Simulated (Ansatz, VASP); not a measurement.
# ZnS (Sphalerite) in two plane-wave programs

One calculation is typed for both programs; each brings its own data sets and cutoff. How far apart do they land? The cell is a member of a volume series, scaled by 0.985 from a relaxed one, so a pressure remains. Other levels of theory on this material are compared in a session of their own.

Main program and level: Ansatz 0.2.0; plane waves, with VASP 6.6.1 beside it; single point at r2SCAN.

**1. The starting structure**

The structure is cubic, space group F-43m (No. 216). Conventional cell: a = 5.362 Å, b = 5.362 Å, c = 5.362 Å, α = 90.00°, β = 90.00°, γ = 90.00°. Zn has 4 S at 2.32 Å nearest. S has 4 Zn at 2.32 Å nearest. Farther neighbours and most contacts between anions are not listed.

**2. Ansatz: single point, r2SCAN, volume scaled by 0.985**

Ansatz runs on its default PAW (the set named soft_2) files.

With cell and atoms fixed, the geometry can't cause a difference; cores, projectors, grids and the points listed under the comparison can.

File input.yaml:

```yaml
crystal:
  lattice:
    - [0.0, 2.68117319, 2.68117319]
    - [2.68117319, 0.0, 2.68117319]
    - [2.68117319, 2.68117319, 0.0]
  atoms:
    - { symbol: Zn, position: [0.0, 0.0, 0.0] }
    - { symbol: S, position: [0.75, 0.75, 0.75] }
hamiltonian:
  xc: r2scan
  pseudopotentials: { kind: paw }
kpoints:
  mp_grid: { grid: [8, 8, 8] }
scf:
  occupations: { method: gaussian, width: 0.03 }
  n_extra_bands: 4
output:
  forces: true
  stress: true
  eigenvalues: true
  write_density: true
  write_potential: true
  elf: true
  volumetric_format: npy
```

Launch:

```bash
> ansatz run input.yaml --threads 2 --pin off --max-ram 4608MiB --backend cpu --events-out ev --progress --plain --runs-dir out
```

Numbers of over 12 decimals in the logs are rounded to 6 here.

Log:

```text
scf.n_extra_bands = 4 over 9 filled bands (N_el = 18.0): the run solves 13 bands
Engine: ansatz 0.2.0, aarch64-unknown-linux-gnu
Pseudopotentials: kind: paw
Pseudopotential: Zn, paw, valence charge 12, recommended cutoff 500 eV (meta_gga), Zn.paw.azcp
Pseudopotential: S, paw, valence charge 6, recommended cutoff 500 eV (meta_gga), S.paw.azcp
Functional definition: r2SCAN
  parameter k0 = 0.174
  parameter k1 = 0.065
  parameter a1 = 4.9479
  exchange = r2scan_x(k0 = k0, k1 = k1, a1 = a1)
  correlation = r2scan_c
Crystal: 2 atoms, lattice volume = 38.548 Å³
Basis set: ecut = 500 eV, 941 PW (Γ), exchange–correlation on 120×120×120 points (64 copies of the dense FFT grid, shifted against one another)
Bands: 13, of which v1, the nominal top of the filled ones, is band 9 counted from 1 (8 counted from 0)
Symmetry: 24 space group operations
Space group: F-43m (ITA 216), of the structure as read, at distance tolerance 3.4e-5 Å
k-points: 29 of 512 (time reversal used)
Non-local potential: Zn, projectors of the file, l = 0: 2, l = 1: 2, l = 2: 3, l = 3: 1
Non-local potential: S, projectors of the file, l = 0: 2, l = 1: 2, l = 2: 2
PAW form: soft (Blöchl's): semilocal exchange-correlation on the pseudo side does not see the compensation charge
PAW frozen core: Zn, regenerated for the run's functional (the file was generated under x = pbe(κ = 0.804, μ = 0.219515), c = pbe(β = 0.066725))
PAW frozen core: S, regenerated for the run's functional (the file was generated under x = pbe(κ = 0.804, μ = 0.219515), c = pbe(β = 0.066725))
PAW one-centre angular grid: Zn, 590 points (default); XC on 261 of its mesh's 2673 points in the sphere
PAW one-centre angular grid: S, 302 points (default); XC on 160 Gauss nodes
Initial density: superposition of atomic densities (neutral atoms: chi_scale 0, normalization atom), corrected by the library's trained network
Initial wavefunctions: pseudopotential atomic-orbital guess
Functional: x = r2scan, c = r2scan; τ floored in thin density (d = 2e-4 eV/Å³)
SCF iter   1: F=—  HF=-4233.449581 eV  |F-HF|=—  |Δ(HF+E_count)|=         —  Δρ=1.57e-2  dr2=4.72e-2  dr2_τ=7.01e-3  ethr=1.77e-3  ⟨swp⟩=6.0  Hψ=2339  notcnv=0
preconditioner: auto → none  [insulator: Δε(μ)=2.756 eV  Ē_g=13.164 eV  σ=0.030 eV  W_gap=1.00  n_scr=14 (ndim 8)  ℏωp=25.4 eV  f_vac=0.023  D(μ)=0.00/eV (n_scr^D=0)  ε∞_Penn≈4.7]
SCF iter   2: F=—  HF=-4233.453136 eV  |F-HF|=—  |Δ(HF+E_count)|=   3.55e-3  Δρ=4.79e-3  dr2=8.65e-3  dr2_τ=3.58e-4  ethr=2.62e-4  ⟨swp⟩=2.4  Hψ=978  notcnv=0
SCF iter   3: F=—  HF=-4233.447782 eV  |F-HF|=—  |Δ(HF+E_count)|=   5.35e-3  Δρ=2.93e-3  dr2=1.35e-3  dr2_τ=8.42e-6  ethr=4.81e-5  ⟨swp⟩=2.1  Hψ=727  notcnv=0
SCF iter   4: F=—  HF=-4233.448117 eV  |F-HF|=—  |Δ(HF+E_count)|=   3.36e-4  Δρ=2.94e-4  dr2=5.20e-5  dr2_τ=2.80e-6  ethr=7.52e-6  ⟨swp⟩=2.2  Hψ=875  notcnv=0
SCF iter   5: F=—  HF=-4233.448102 eV  |F-HF|=—  |Δ(HF+E_count)|=   1.52e-5  Δρ=1.35e-4  dr2=6.60e-6  dr2_τ=8.56e-8  ethr=2.89e-7  ⟨swp⟩=2.0  Hψ=450  notcnv=0
SCF iter   6: F=-4233.448101 eV  HF=-4233.448101 eV  |F-HF|=5.62e-9  |Δ(HF+E_count)|=   8.44e-7  Δρ=7.93e-6  dr2=1.72e-8  dr2_τ=2.03e-9  ethr=5.56e-10  ⟨swp⟩=7.2  Hψ=2613  notcnv=0
SCF 1 converged in 6 iterations: F = -4233.448101 eV  dr2 = 1.72e-8
  greatest PAW one-centre occupation: 0.983 electrons in one spin orbital (limit 2), on the Zn atom at site 0 (counted from 0), in its partial waves of l = 2
SCF converged after 6 iterations
Free energy (F): -4233.448101 eV
Harris-Foulkes:  -4233.448101 eV  (|F-HF|=5.62e-9)
Internal energy: -4233.448101 eV  (E = F + TS)
E sigma→0 (E₀):  -4233.448101 eV
Fermi energy:    7.202783 eV
--- Per-component energies (eV) ---
  E_band       = 1.508505
  E_kinetic    = 237.970592
  E_local      = -2031.388420  (includes V_loc(G=0)·N_el)
  E_nonlocal   = 646.455219
  E_hartree    = 852.661239
  E_xc         = -216.042102
  E_vxc        = -148.583520  (∫ρ·V_xc dr)
  E_paw        = -2459.696899  (= ΣΔE_a)
  E_vpaw       = -415.617890  (= ΣTr[D̂ρ^β])
  E_aug_tail   = -0.000054  (compensation charges beyond the density's cutoff)
  E_vtau       = 7.350182  (kinetic-family band-sum trace: ∫τ·v_τ [+ j·A + Jᵃ·Aᵃ] dr)
  E_ewald      = -1263.115290
  E_core_change = -0.292385  (= ΣΔE_core)
  E_smearing   = -0.000000  (= −TS)
  E_closure    = 0.000000  (closes the sum)
  Σ components = -4233.448101   (vs F -4233.448101, Δ=0.00e0)
--- Forces (eV/Å), atoms counted from 1 ---
  atom   1  Zn    -0.00000000     0.00000000     0.00000000
  atom   2  S      0.00000000    -0.00000000    -0.00000000
  max |Σ_I F_I| component: 5.55e-17 eV/Å
--- Stress (GPa, compression-positive) ---
        1.213384       0.000000       0.000000
        0.000000       1.213384       0.000000
       -0.000000       0.000000       1.213384
  P = ⅓ Tr σ = 1.2134 GPa (12.134 kbar)
--- Band table (eV; the first three rows and the last of 29) ---
  k-point 0: bands = [... 5 lower, -0.2077, 5.8165, 5.8165, 5.8165, 8.5887, 12.6674, 12.6674, 12.6674]
  k-point 1: bands = [... 5 lower, -0.2094, 4.7135, 5.6599, 5.6599, 9.3762, 12.5869, 12.9362, 12.9362]
  k-point 2: bands = [... 5 lower, -0.2058, 2.9097, 5.3178, 5.3178, 9.8868, 13.3113, 13.3113, 13.3168]
  k-point 28: bands = [... 5 lower, 0.2177, 1.0616, 2.8895, 2.9367, 11.8457, 12.5000, 14.3121, 14.4629]
```

It took 4.7 s on 2 threads of Arm Neoverse N1, shared host; peak memory 0.41 GiB; 8.7 s of CPU time.

The run ends at a pressure of 1.21 GPa.

**3. VASP: single point, r2SCAN, volume scaled by 0.985**

The same cell, functional, mesh and smearing now go to VASP, with its own data sets and cutoff.

Lines of VASP's logs that name or quote its potential files are left out, and so is its time.

The input asks for a relaxation, which ended at its first step since no free force or stress exceeded the threshold; so it serves as a single point.

File INCAR:

```
SYSTEM = ZnS
PREC = Accurate
ENCUT = 500
EDIFF = 1E-06
NELM = 100
ISMEAR = 0
SIGMA = 0.03
LREAL = .FALSE.
ALGO = Normal
METAGGA = R2SCAN
LASPH = .TRUE.
NBANDS = 15
LORBIT = 11
LWAVE = .FALSE.
LCHARG = .FALSE.
KPAR = 4
IBRION = 2
NSW = 30
ISIF = 4
EDIFFG = -0.01
```

File POSCAR:

```
ZnS
1.0
    0.0000000000      2.6811731935      2.6811731935
    2.6811731935      0.0000000000      2.6811731935
    2.6811731935      2.6811731935      0.0000000000
Zn S
1 1
Direct
    0.0000000000      0.0000000000      0.0000000000
    0.7500000000      0.7500000000      0.7500000000
```

File KPOINTS:

```
Automatic mesh
0
Gamma
8 8 8
0 0 0
```

The projector-augmented-wave data sets are Zn and S (PBE family, release 64).

Launch:

```bash
> mpirun -np 4 vasp_std
```

Log:

```text
[banner, memory and clock lines left out]
running    4 mpi-ranks, on    1 nodes
 distrk:  each k-point on    1 cores,    4 groups
 distr:  one band on    1 cores,    1 groups

 POSCAR found type information on POSCAR ZnS
 POSCAR found :  2 types and       2 ions
|                                                                             |
|               ----> ADVICE to this user running VASP <----                  |
|                                                                             |
|     You enforced a specific xc type in the INCAR file but a different       |
|     [... a line on the potential file left out ...]
|     I HOPE YOU KNOW WHAT YOU ARE DOING!                                     |
|                                                                             |

 LDA part: xc-table for (None), standard interpolation
 POSCAR, INCAR and KPOINTS ok, starting setup
 FFT: planning ... GRIDC
 FFT: planning ... GRID_SOFT
 FFT: planning ... GRID
 WAVECAR not read
 entering main loop
       N       E                     dE             d eps       ncg     rms          rms(c)
DAV:   1     0.714586189870E+02    0.71459E+02   -0.89231E+03   878   0.145E+03
DAV:   2    -0.165109702321E+02   -0.87970E+02   -0.83315E+02   996   0.265E+02
DAV:   3    -0.218733855787E+02   -0.53624E+01   -0.53416E+01  1115   0.661E+01
DAV:   4    -0.219284313074E+02   -0.55046E-01   -0.55031E-01  1003   0.688E+00
DAV:   5    -0.219290818228E+02   -0.65052E-03   -0.65050E-03  1122   0.727E-01    0.743E+00
DAV:   6    -0.188781874735E+02    0.30509E+01   -0.15485E+00   954   0.401E+01    0.659E+00
DAV:   7    -0.188471006548E+02    0.31087E-01   -0.43906E-01  1059   0.113E+01    0.380E+00
DAV:   8    -0.188623472428E+02   -0.15247E-01   -0.33074E-02  1003   0.181E+00    0.118E+00
DAV:   9    -0.188637348054E+02   -0.13876E-02   -0.32429E-03  1102   0.137E+00    0.105E-01
DAV:  10    -0.188638448121E+02   -0.11001E-03   -0.88514E-04  1010   0.329E-01    0.727E-02
DAV:  11    -0.188638832519E+02   -0.38440E-04   -0.22328E-04  1186   0.418E-01    0.336E-02
DAV:  12    -0.188638874568E+02   -0.42049E-05   -0.73889E-05  1073   0.233E-01    0.109E-02
DAV:  13    -0.188638877716E+02   -0.31482E-06   -0.60919E-06  1124   0.454E-02
   1 F= -.18863888E+02 E0= -.18863888E+02  d E =-.188639E+02
 curvature:   0.00 expect dE= 0.000E+00 dE for cont linesearch  0.000E+00
 trial: gam= 0.00000 g(F)=  0.450E-42 g(S)=  0.429E-33 ort = 0.000E+00 (trialstep = 0.100E+01)
 search vector abs. value=  0.100E-09
 reached required accuracy - stopping structural energy minimisation
```

OUTCAR, selected parts (step 3):

```text
ion  position               nearest neighbor table
   1  0.000  0.000  0.000-   2 2.32   2 2.32   2 2.32   2 2.32
   2  0.750  0.750  0.750-   1 2.32   1 2.32   1 2.32   1 2.32

  LATTYP: Found a face centered cubic cell.
 ALAT       =     5.3623463870

 Subroutine GETGRP returns: Found 24 space group operations
 (whereof 24 operations were pure point group operations)

The static configuration has the point symmetry T_d .

 Found     29 irreducible k-points:

   k-points           NKPTS =     29   k-points in BZ     NKDIM =     29   number of bands    NBANDS=     15

   dimension x,y,z NGX =    28 NGY =   28 NGZ =   28
   dimension x,y,z NGXF=    56 NGYF=   56 NGZF=   56

   ENCUT  =  500.0 eV  36.75 Ry    6.06 a.u.   6.91  6.91  6.91*2*pi/ulx,y,z

   NELECT =      18.0000    total number of electrons

 k-points in reciprocal lattice and weights: Automatic mesh
   0.00000000  0.00000000  0.00000000       0.002
   0.12500000  0.00000000  0.00000000       0.016
   0.25000000  0.00000000  0.00000000       0.016
   0.37500000  0.00000000  0.00000000       0.016
   0.50000000  0.00000000  0.00000000       0.008
   0.12500000  0.12500000  0.00000000       0.012
   0.25000000  0.12500000  0.00000000       0.047
   0.37500000  0.12500000  0.00000000       0.047
   0.50000000  0.12500000  0.00000000       0.047
[...]
-0.37500000  0.50000000  0.12500000       0.023
  -0.25000000  0.50000000  0.25000000       0.012

 average (electrostatic) potential at core
       1 -41.6122       2 -91.4401

 E-fermi :   2.2076

 k-point     1 :       0.0000    0.0000    0.0000
  band No.  band energies     occupation
    ...
      5      -3.9663      2.00000
      6      -3.9663      2.00000
      7       2.0523      2.00000
      8       2.0523      2.00000
      9       2.0523      2.00000
     10       4.8361      0.00000
     11       8.9360      0.00000
     12       8.9362      0.00000
     13       8.9362      0.00000
     14      14.3821      0.00000
    ...

 k-point     2 :       0.1250    0.0000    0.0000
  band No.  band energies     occupation
    ...
      5      -3.9680      2.00000
      6      -3.9680      2.00000
      7       0.9494      2.00000
      8       1.8958      2.00000
      9       1.8958      2.00000
     10       5.6239      0.00000
     11       8.8528      0.00000
     12       9.2063      0.00000
     13       9.2065      0.00000
     14      13.7626      0.00000
    ...

 k-point     3 :       0.2500    0.0000    0.0000
  band No.  band energies     occupation
    ...
      5      -3.9647      2.00000
      6      -3.9647      2.00000
      7      -0.8543      2.00000
      8       1.5542      2.00000
      9       1.5542      2.00000
     10       6.1342      0.00000
     11       9.5815      0.00000
     12       9.5826      0.00000
     13       9.5828      0.00000
     14      13.5735      0.00000
    ...

  Total        0.2831473      0.2831473      0.2831473      0.0000000      0.0000000      0.0000000
  in kB       11.7684256     11.7684256     11.7684256      0.0000000      0.0000000      0.0000000
  external PRESSURE =      11.7684256 kB  Pullay stress =       0.0000000 kB

  energy-cutoff  :      500.00
  volume of cell :       38.55
      direct lattice vectors                 reciprocal lattice vectors
     0.000000000  2.681173193  2.681173193    -0.186485529  0.186485529  0.186485529
     2.681173193  0.000000000  2.681173193     0.186485529 -0.186485529  0.186485529
     2.681173193  2.681173193  0.000000000     0.186485529  0.186485529 -0.186485529

 POSITION                                       TOTAL-FORCE (eV/Angst)
 -----------------------------------------------------------------------------------
      0.00000      0.00000      0.00000        -0.000000     -0.000000     -0.000000
      4.02176      4.02176      4.02176         0.000000      0.000000      0.000000
 -----------------------------------------------------------------------------------
    total drift:                               -0.000011     -0.000011     -0.000011

  FREE ENERGIE OF THE ION-ELECTRON SYSTEM (eV)
  ---------------------------------------------------
  free  energy   TOTEN  =       -18.8638877716 eV

  energy  without entropy=      -18.8638877716  energy(sigma->0) =      -18.86388777

 reached required accuracy - stopping structural energy minimisation

 total charge
# of ion       s       p       d       tot
------------------------------------------
    1        0.507   0.494   9.820  10.822
    2        1.302   2.477   0.000   3.779
--------------------------------------------------
tot          1.809   2.972   9.820  14.601

[... 3 further parts left out ...]
```

CONTCAR:

```
ZnS
   1.00000000000000
     0.0000000000000000    2.6811731934999998    2.6811731934999998
     2.6811731934999998    0.0000000000000000    2.6811731934999998
     2.6811731934999998    2.6811731934999998    0.0000000000000000
  Zn              S
     1     1
Direct
     0.0000000000000000    0.0000000000000000    0.0000000000000000
     0.7500000000000000    0.7500000000000000    0.7500000000000000
```

**4. Differences**

Known differences besides the potentials themselves: VASP keeps PBE cores, Ansatz makes them for the functional. Total energies have different zeros and are not compared.

Compared:

| quantity | Ansatz | VASP | difference |
| --- | --- | --- | --- |
| pressure (GPa) | 1.21 | 1.18 | +0.04 |
| gap on the k mesh (eV) | 2.772 | 2.784 | -0.012 |

A gap on the mesh is an upper bound, since the band edges may lie between its points. Ansatz's pressure holds a Pulay correction of 0.04 GPa; VASP's holds none.

**5. Outcome**

```json
{
  "difference in gap on the k mesh (single point, r2SCAN, volume scaled by 0.985)": "-0.012 eV"
}
```

What this shows: The difference in gap on the k mesh is -0.012 eV (single point, r2SCAN, volume scaled by 0.985), within the 0.08 eV picked in this series as the mark of a large difference. 4 further runs of this series are not shown here. How closely two codes agree says nothing of how well the functional describes the real material.

[Lines on the potential files, build, host, timing and source positions are cut from VASP's logs without a mark.]

[Logs are printed without paths, hosts, clocks, repeated set-up lines and the standing remarks that a program may print on its own settings, such as how far it seeks lower states.]

[Hosts, paths, dates, database ids (printed as entryN), source tags and the programs' standing remarks are cut or masked in the printed files.]
